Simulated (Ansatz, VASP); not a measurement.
F: VASP beside Ansatz

INCAR

```
SYSTEM = F
PREC = Accurate
ENCUT = 520
EDIFF = 1E-7
ISMEAR = 0
SIGMA = 0.05
LREAL = .FALSE.
LASPH = .TRUE.
NELM = 60
ALGO = Normal
ISIF = 2
LWAVE = .FALSE.
LCHARG = .TRUE.
GGA = PS
LELF = .TRUE.
LVHAR = .TRUE.
NBANDS = 22
```

KPOINTS

```
Automatic mesh
0
G
  4 4 2
  0 0 0
```

The input POSCAR:

```
F
1.0
    2.9801222909     -1.7127784174     -0.2298527401
    2.9801222909      1.7127784174     -0.2298527401
   -2.2408243099      0.0000000000      6.8592084052
F
4
Direct
    0.0848459664      0.0848459664      0.0820156542
    0.9151540336      0.9151540336      0.9179843458
    0.5015719855      0.5015719855      0.5937195244
    0.4984280145      0.4984280145      0.4062804756
```

Input for Ansatz:

```yaml
crystal:
  lattice:
    - [2.9801222909, -1.7127784174, -0.2298527401]
    - [2.9801222909, 1.7127784174, -0.2298527401]
    - [-2.2408243099, 0.0, 6.8592084052]
  atoms:
    - { symbol: F, position: [0.0848459664, 0.0848459664, 0.0820156542] }
    - { symbol: F, position: [0.9151540336, 0.9151540336, 0.9179843458] }
    - { symbol: F, position: [0.5015719855, 0.5015719855, 0.5937195244] }
    - { symbol: F, position: [0.4984280145, 0.4984280145, 0.4062804756] }
basis:
  ecutwfc: 520.0
kpoints:
  mp_grid: { grid: [4, 4, 2] }
hamiltonian:
  xc: pbesol
scf:
  occupations: { method: gaussian, width: 0.05 }
output:
  forces: true
  stress: true
  eigenvalues: true
```

Alike in both runs: task single point; functional PBEsol; k mesh 4 × 4 × 2; occupations gaussian, width 0.05 eV; no spin polarisation.

```csv
,VASP,Ansatz
version,VASP 6.6.1,Ansatz 0.2.0
potentials or method,"VASP PAW PBE potentials, release 64 (F)","scalar-relativistic, plane waves, PAW"
plane-wave cutoff (eV),520,520
valence electrons in the cell,28,28
```

Ansatz gave:

```
gap on the k mesh at the Fermi level (eV)       : 3.62
least direct gap on the mesh (eV)               : 3.68
pressure (GPa)                                  : 13.2
largest component of the traceless stress (GPa) : 16.78
rms of the force components (eV/Å)              : 4.498
```

Question: Which values does VASP return?

Answer: gap on the k mesh at the Fermi level (eV): 3.54; least direct gap on the mesh (eV): 3.60; pressure (GPa): 14.7; largest component of the traceless stress (GPa): 19.61; rms of the force components (eV/Å): 5.165.

Atom by atom the forces differ by 0.673 eV/Å (rms over components). With one functional, cell and mesh, what is left measures potentials, basis and numerics.

Caveats: the k mesh is coarse (spacing up to 0.54 Å⁻¹), so the values aren't converged; the standard files for N, O and F lose accuracy on very short bonds; the PAW data sets were made with another functional, which shifts forces and pressure a little (VASP). A k mesh can miss the band edges.
